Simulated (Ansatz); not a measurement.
**Mo in Ansatz: the effect of functional**

Mo:

```xyz
1
Lattice="0.1575 2.0190 1.9118 2.1247 -0.0264 2.0958 2.0300 2.1082 0.0684" Properties=species:S:1:pos:R:3 pbc="T T T"
Mo    0.0000    0.0000    0.0000
```

This isn't the form of Mo at room conditions, which is bcc.

The cell isn't the ideal one: cell sheared at random, sigma 0.06, atoms nudged by 0.01 Å.

Alike in all runs:

```yaml
Program: Ansatz 0.2.0
Task: projected density of states
Potentials_or_basis: Ansatz PAW
k_mesh: 7 × 6 × 7
Occupations: fermi-dirac, width 0.05 eV
Spin: no spin polarisation
```

| functional | cutoff | pressure (GPa) |
| --- | --- | --- |
| LDA | 420 eV (not typed: the program's choice for these potentials) | ? |
| PBEsol | 420 eV (not typed: the program's choice for these potentials) | -9.2 |
| r2SCAN | 500 eV (not typed: the program's choice for these potentials) | -4.6 |
| HSE06 | 420 eV (not typed: the program's choice for these potentials) | -8.5 |
| PBE0 | 420 eV (not typed: the program's choice for these potentials) | -8.6 |
| r2SCAN0 | 500 eV (not typed: the program's choice for these potentials) | -9.2 |

Q: What does the run with functional LDA give?

A: Pressure -13.6 GPa.

Caveats: all runs use coarse meshes; the PAW data sets come from PBE, with cores solved anew for the run's functional, which leaves a small shift of forces and pressure; the density of states is complete only up to the lowest level of the last band computed; the thresholds are loose for stress (some runs).
